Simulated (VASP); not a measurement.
## CdSe: relaxation of cell and atoms with PBE

The system is CdSe.

```
Cd Se
1.0
     4.39106    0.00000    0.00000
    -2.19553    3.80277    0.00000
     0.00000    0.00000    7.16738
Cd Se
2 2
Direct
  0.33333 0.66667 0.00462
  0.66667 0.33333 0.50462
  0.33333 0.66667 0.38038
  0.66667 0.33333 0.88038
```

* Program: VASP 6.6.1
* Task: relaxation of cell and atoms
* Functional: PBE
* Potentials or basis: VASP PAW PBE potentials, release 64 (Cd, Se)
* Cutoff: 520 eV
* k mesh: 9 × 9 × 6
* Occupations: gaussian, width 0.02 eV
* Spin: no spin polarisation
* Further INCAR settings: ALGO = Fast; EDIFF = 1e-07; IBRION = 2; EDIFFG = -0.002; NSW = 80; ISIF = 3

| Property | Result |
| --- | --- |
| Pressure after relaxing | 0.0 GPa |
| Band gap on the k mesh | 0.53 eV, direct |

Final structure:
```yaml
crystal:
  lattice:
    - [4.39106, 0.00000, 0.00000]
    - [-2.19553, 3.80277, 0.00000]
    - [0.00000, 0.00000, 7.16738]
  atoms:
    - { symbol: Cd, position: [0.33333, 0.66667, 0.00462] }
    - { symbol: Cd, position: [0.66667, 0.33333, 0.50462] }
    - { symbol: Se, position: [0.33333, 0.66667, 0.38038] }
    - { symbol: Se, position: [0.66667, 0.33333, 0.88038] }
```

Levels at points of the mesh, in eV from the valence-band top:
```tsv
k point	band 14	band 15	band 16	band 17	band 18	band 19	band 20	band 21	band 22
(0.00, 0.00, 0.00)	-0.68	-0.68	-0.04	0.00	0.00	0.53	2.14	5.85	5.85
(0.00, 0.00, 0.50)	-2.51	-0.35	-0.35	-0.35	-0.35	2.25	2.25	5.75	5.76
```

It took 66 s on 1 thread of Intel(R) Xeon(R) 6975P-C (Granite Rapids), with other jobs on the host, peak memory 0.32 GiB.

Caveat: the relaxation stopped at its first step, so nothing moved.
